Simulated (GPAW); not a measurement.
## How the form of the self-energy moves the gap of CdSe (Cadmoselite)

How much does the gap of CdSe (Cadmoselite) depend on the approximation to the self-energy?

Method: LDA and many-body steps on it, plane waves, in GPAW 26.7.0.

This is a report of a sequence of runs, with most program output left out.

The database entry behind the starting cell differs from later determinations by our own check (inner coordinate of an old entry), so it need not match the best structure at ambient conditions.

## (1) The starting structure

Symmetry: P6_3mc, No. 186, hexagonal system. The conventional cell has a = 4.300 Å, b = 4.300 Å, c = 7.020 Å, α = 90.00°, β = 90.00°, γ = 120.00°. Nearest to Cd lie 4 Se at 2.61 to 2.70 Å. Se has 4 Cd at 2.61 to 2.70 Å nearest. Farther neighbours and most contacts between anions are not listed.

Coordinates:

```cif
data_structure
_symmetry_space_group_name_H-M 'P 1'
_symmetry_Int_Tables_number 1
_cell_length_a 4.3000
_cell_length_b 4.3000
_cell_length_c 7.0200
_cell_angle_alpha 90.000
_cell_angle_beta 90.000
_cell_angle_gamma 120.000
_cell_volume 112.41
loop_
_atom_site_label
_atom_site_type_symbol
_atom_site_fract_x
_atom_site_fract_y
_atom_site_fract_z
_atom_site_occupancy
Cd1 Cd 0.33333 0.66667 0.00000 1
Cd2 Cd 0.66667 0.33333 0.50000 1
Se3 Se 0.33333 0.66667 0.38500 1
Se4 Se 0.66667 0.33333 0.88500 1
```

The cell and positions come from the Crystallography Open Database and are kept as given unless a step says otherwise.

## (2) Empty states on the mesh, 3×3×2 mesh, 1018 bands

This step: GPAW 26.7.0; DFT, LDA, plane waves, PAW.

The sums over transitions need many empty states on a uniform mesh; this step solves for them.

Contents of run.py:

```python
import json
import numpy as np
from gpaw.mpi import world
from gpaw import GPAW

calc = GPAW('gs.gpw').fixed_density(kpts={'size': (3, 3, 2), 'gamma': True},
    parallel={'domain': 1, 'band': 1},
    txt='nscf.txt')
calc.diagonalize_full_hamiltonian(nbands=1018)
calc.write('full.gpw', mode='all')
res = {}
kpts = calc.get_ibz_k_points()
res['kpts'] = kpts
res['eigenvalues'] = [calc.get_eigenvalues(kpt=k) for k in range(len(kpts))]
res['n_electrons'] = calc.get_number_of_electrons()

if world.rank == 0:
    with open('result.json', 'w') as f:
        json.dump(res, f, default=lambda x: x.tolist())
```

Command:

```bash
$ mpirun -n 4 gpaw python run.py
```

The job ended after 31 s (4 MPI ranks of AMD EPYC 7R43, shared host; peak memory 2.4 GiB).

This step gave:

| Property | Result |
| --- | --- |
| gap | 0.4228 eV |
| k of the valence top | 0, 0, 0 |
| k of the conduction bottom | 0, 0, 0 |
| least direct gap | 0.4228 eV |
| k points computed | 6 |
| lowest point of the top converged band, above the valence top | 238.5141 eV |

On this mesh the gap is 0.423 eV.

## (3) G0W0, Godby-Needs plasmon pole

Now the one-shot GW correction: screening in the RPA, then the self-energy of the levels asked for.

This step: G0W0 on LDA, plane waves, PAW.

Contents of run.py:

```python
import json
import numpy as np
from gpaw.mpi import world
from gpaw.response.g0w0 import G0W0

gw = G0W0('full.gpw',
    filename='gw',
    kpts=[0],
    bands=(16, 20),
    ecut=150,
    nbands=468,
    integrate_gamma='WS',
    ppa=True)
gw.calculate()
res = {mode: {k: v for k, v in r.items() if k != 'sigma_eskwn'}
       for mode, r in gw.all_results.items()}

if world.rank == 0:
    with open('result.json', 'w') as f:
        json.dump(res, f, default=lambda x: x.tolist())
```

Command:

```bash
$ mpirun -n 4 gpaw python run.py
```

Wall time 2.7 min (4 MPI ranks); peak memory 2.3 GiB.

Numbers from this step:

| Quantity | Value |
| --- | --- |
| G0W0 gap on the points computed | 1.334 eV |
| least direct G0W0 gap on the computed points | 1.334 eV |
| Z at the valence top | 0.7847 |
| Z at the conduction bottom | 0.8040 |
| starting gap on the mesh | 0.4228 eV |
| k of the valence top | 0, 0, 0 |
| k of the conduction bottom | 0, 0, 0 |

The gap on the mesh goes from 0.42 eV to 1.33 eV, a correction of +0.91 eV.

## (4) One-shot HSE06

This step: one-shot HSE06 levels on LDA orbitals, plane waves, PAW.

Contents of run.py:

```python
import json
import numpy as np
from gpaw.mpi import world
from gpaw.hybrids.eigenvalues import non_self_consistent_eigenvalues

dft, vxc, vxc_hyb = non_self_consistent_eigenvalues('full.gpw', 'HSE06', 16, 20, kpt_indices=[0])
res = {'dft': dft[0], 'hybrid': (dft - vxc + vxc_hyb)[0]}
if world.rank == 0:
    with open('hybrid.txt', 'w') as f:
        for k, e0, e1 in zip([0], res['dft'], res['hybrid']):
            print(k, ' '.join(f'{x:9.4f}' for x in e0), '|', ' '.join(f'{x:9.4f}' for x in e1), file=f)

if world.rank == 0:
    with open('result.json', 'w') as f:
        json.dump(res, f, default=lambda x: x.tolist())
```

Command:

```bash
$ mpirun -n 4 gpaw python run.py
```

Run time: 5.6 s. Hardware: 4 MPI ranks; peak memory 0.79 GiB.

Numbers from this step:

```
starting gap on the mesh                       : 0.4228 eV
hybrid gap on the mesh                         : 1.543 eV
least direct hybrid gap on the computed points : 1.543 eV
```

## (5) G0W0, extrapolated in the cutoff

This step: G0W0 on LDA, plane waves, PAW.

Contents of run.py:

```python
import json
import numpy as np
from gpaw.mpi import world
from gpaw.response.g0w0 import G0W0

gw = G0W0('full.gpw',
    filename='gw',
    kpts=[0],
    bands=(16, 20),
    ecut=250.0,
    integrate_gamma='WS',
    ppa=True,
    ecut_extrapolation=True)
gw.calculate()
res = {mode: {k: v for k, v in r.items() if k != 'sigma_eskwn'}
       for mode, r in gw.all_results.items()}

if world.rank == 0:
    with open('result.json', 'w') as f:
        json.dump(res, f, default=lambda x: x.tolist())
```

Command:

```bash
$ mpirun -n 4 gpaw python run.py
```

Wall time 36 min (4 MPI ranks); peak memory 4.1 GiB; 2.4 h of CPU time.

This step gave:

```yaml
quasiparticle_gap_on_the_points_computed: 1.392 eV
least_direct_quasiparticle_gap_on_the_computed_points: 1.392 eV
z_at_the_valence_top: 0.7840
z_at_the_conduction_bottom: 0.8034
starting_gap_on_the_mesh: 0.4228 eV
k_of_the_valence_top: 0, 0, 0
k_of_the_conduction_bottom: 0, 0, 0
gaps_at_the_cutoffs_of_the_extrapolation: 1.355, 1.358, 1.362 eV
```

Against G0W0 in GPAW (3×3×2 mesh, 468 bands, screening to 150 eV, Godby-Needs plasmon pole), the gap moves by +0.058 eV.

## (6) One-shot Hartree-Fock

This step: one-shot Hartree-Fock levels on LDA orbitals, plane waves, PAW.

Contents of run.py:

```python
import json
import numpy as np
from gpaw.mpi import world
from gpaw.hybrids.eigenvalues import non_self_consistent_eigenvalues

dft, vxc, vxc_hyb = non_self_consistent_eigenvalues('full.gpw', 'EXX', 16, 20, kpt_indices=[0])
res = {'dft': dft[0], 'hybrid': (dft - vxc + vxc_hyb)[0]}
if world.rank == 0:
    with open('hybrid.txt', 'w') as f:
        for k, e0, e1 in zip([0], res['dft'], res['hybrid']):
            print(k, ' '.join(f'{x:9.4f}' for x in e0), '|', ' '.join(f'{x:9.4f}' for x in e1), file=f)

if world.rank == 0:
    with open('result.json', 'w') as f:
        json.dump(res, f, default=lambda x: x.tolist())
```

Command:

```bash
$ mpirun -n 4 gpaw python run.py
```

Wall time 5 s (4 MPI ranks); peak memory 0.79 GiB; 18 s of CPU time.

Numbers from this step:

* starting gap on the mesh: 0.4228 eV
* hybrid gap on the mesh: 7.025 eV
* least direct hybrid gap on the computed points: 7.025 eV

## (7) G0W0, full frequency, Hilbert transform

This step: G0W0 on LDA, plane waves, PAW.

Contents of run.py:

```python
import json
import numpy as np
from gpaw.mpi import world
from gpaw.response.g0w0 import G0W0

gw = G0W0('full.gpw',
    filename='gw',
    kpts=[0],
    bands=(16, 20),
    ecut=150,
    nbands=468,
    integrate_gamma='WS',
    frequencies={'type': 'nonlinear', 'domega0': 0.1, 'omega2': 15.0},
    eta=0.1,
    nblocksmax=True)
gw.calculate()
res = {mode: {k: v for k, v in r.items() if k != 'sigma_eskwn'}
       for mode, r in gw.all_results.items()}

if world.rank == 0:
    with open('result.json', 'w') as f:
        json.dump(res, f, default=lambda x: x.tolist())
```

Command:

```bash
$ mpirun -n 4 gpaw python run.py
```

Elapsed: 9.7 min, on 4 MPI ranks; peak memory 6.7 GiB.

This step gave:

| Property | Result |
| --- | --- |
| G0W0 gap on the points computed | 1.312 eV |
| least direct G0W0 gap on the computed points | 1.312 eV |
| starting gap on the mesh | 0.4228 eV |
| k of the valence top | 0, 0, 0 |
| k of the conduction bottom | 0, 0, 0 |

Against G0W0 in GPAW (3×3×2 mesh, 468 bands, screening to 150 eV, Godby-Needs plasmon pole), the gap moves by −0.022 eV.

## (8) Side by side

Times are wall times on 4 MPI ranks of AMD EPYC 7R43, shared host, good to a factor of about two.

```tsv
run	mesh	bands	screening cutoff (eV)	DFT gap (eV)	gap on the mesh (eV)	direct (eV)	time
G0W0, Godby-Needs plasmon pole	3×3×2	468	150	0.423	1.334	1.334	2.7 min
one-shot HSE06	3×3×2	-	-	0.423	1.543	1.543	5.6 s
G0W0, extrapolated in the cutoff	3×3×2	-	250	0.423	1.392	1.392	36 min
one-shot Hartree-Fock	3×3×2	-	-	0.423	7.025	7.025	5 s
G0W0, full frequency, Hilbert transform	3×3×2	468	150	0.423	1.312	1.312	9.7 min
```

## (9) Results

```
G0W0, Godby-Needs plasmon pole          : 1.334 eV
one-shot HSE06                          : 1.543 eV
G0W0, extrapolated in the cutoff        : 1.392 eV
one-shot Hartree-Fock                   : 7.025 eV
G0W0, full frequency, Hilbert transform : 1.312 eV
known limits                            : not at the basis limit; no spin-orbit coupling; coarse k mesh
```

**Reading.** One-shot HSE06: +0.209 eV against G0W0, Godby-Needs plasmon pole. G0W0, extrapolated in the cutoff: +0.058 eV against G0W0, Godby-Needs plasmon pole, at other bands or cutoff, so not like for like. One-shot Hartree-Fock: +5.691 eV against G0W0, Godby-Needs plasmon pole. G0W0, full frequency, Hilbert transform: −0.022 eV against G0W0, Godby-Needs plasmon pole. Bare exchange alone opens the gap to 7.02 eV; against G0W0, correlation takes back 5.69 eV. One-shot hybrid levels are evaluated on the LDA orbitals. Bands and cutoff are finite, so the gap is not at the basis limit. The miss can reach some tenths of an eV and take either sign; the mesh is an error of its own. These stock PAW sets were not made for GW; the filled d or f shell of Se lies in the frozen core, which bears on start and correction. In the G0W0 runs levels were corrected at 1 k point alone, so a gap called «on the mesh» is the least over those, and an edge elsewhere would be missed. The 3×3×2 mesh is coarse for this cell, which bears on the long-range parts of exchange and screening. The many-body steps are scalar-relativistic: spin-orbit coupling is not in them.

[Paths, hosts, dates, memory and timing lines, banners, echoed tables and standing remarks are left out of the program output.]

[Logs are printed without paths, hosts, clocks, repeated set-up lines and the standing remarks that a program may print on its own settings, such as how far it seeks lower states.]

[Runs of the session that timed out or met a known fault of the program may be left out.]

[Hosts, paths, dates, database ids (printed as entryN), source tags and the programs' standing remarks are cut or masked in the printed files.]
